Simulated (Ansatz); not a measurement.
## SnO under changes of volume

One of the cells (17.769 Å³/atom); the others are scaled copies at fixed shape and fractional positions:

```
Sn O
1.0
     3.81370    0.00000    0.00000
     0.00000    3.81370    0.00000
     0.00000    0.00000    4.88691
Sn O
2 2
Direct
  0.50000 0.00000 0.76463
  0.00000 0.50000 0.23537
  0.00000 0.00000 0.00000
  0.50000 0.50000 0.00000
```

The cell is a database's computed one.

```yaml
Program: Ansatz 0.2.0
Functional: LDA
Potentials_or_basis: all-electron LAPW, scalar-relativistic
Cutoff: 318 eV (chosen from the basis error)
Basis_error_allowed: 0.002 eV/atom
k_mesh: 7 × 7 × 6
Occupations: fermi-dirac, width 0.05 eV
Spin: no spin polarisation
```

```tsv
volume (Å³/atom)	energy over the lowest point (meV/atom)	pressure (GPa)	gap on the mesh (eV)	largest force (eV/Å)
16.703	3.99	3.0	0.25	0.667
17.058	0.00	0.6	0.32	0.342
17.414	0.91	-1.4	0.39	0.042
17.769	6.21	-3.3	0.46	0.236
18.125	15.38	-5.0	0.52	0.493
18.480	?	?	?	?
18.835	43.91	-7.8	0.64	0.955
```

Q: What does the run at 18.480 Å³/atom give?

A: Energy over the lowest point 28.08 meV/atom; pressure -6.5 GPa; gap on the mesh 0.58 eV; largest force 0.732 eV/Å.

Worked out: A Birch-Murnaghan fit of order 3 (a polynomial in V^(-2/3)) to the other rows has its minimum at 17.17 Å³/atom with B0 = V·E''(V) = 103 GPa and B' = 4.4 at fixed shape and positions, which overstates the stiffness. It gives 28.09 meV/atom at 18.480 Å³/atom, against the run's 28.08, and -dE/dV = -6.5 GPa, against -6.5. A straight line through the other rows of the gap, of slope 3.26 eV per unit of ln V, gives 0.58 eV, against the run's 0.58.

Energies are extrapolated to zero smearing.

Caveats: spin-orbit coupling is left out, which moves the levels of the heavy elements; an odd mesh through Γ misses points on the zone boundary, where band edges often lie.
